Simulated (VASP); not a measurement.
## GaAs: band structure with PBEsol

GaAs:

```xyz
2
Lattice="0.0000 2.8314 2.8314 2.8314 0.0000 2.8314 2.8314 2.8314 0.0000" Properties=species:S:1:pos:R:3 pbc="T T T"
Ga    0.0000    0.0000    0.0000
As    1.4157    1.4157    1.4157
```

```json
{
 "Program": "VASP 6.6.1",
 "Task": "band structure",
 "Functional": "PBEsol",
 "Potentials or basis": "VASP PAW PBE potentials, release 64 (Ga_d, As)",
 "Cutoff": "520 eV",
 "k mesh": "6 × 6 × 6",
 "Occupations": "gaussian, width 0.03 eV",
 "Spin": "spin-orbit coupling, no magnetisation",
 "Further INCAR settings": "ALGO = Fast; EDIFF = 1e-07; NBANDS = 32"
}
```

| Quantity | Value |
| --- | --- |
| Pressure | 0.0 GPa |
| Valence electrons inside the program's atomic spheres | Ga 11.67; As 2.83 |

Run time: 3.8 min on 1 thread of Intel(R) Xeon(R) 6975P-C (Granite Rapids), on a shared host, peak memory 0.33 GiB.

Caveat: the PAW data sets were made with another functional, which shifts forces and pressure a little.
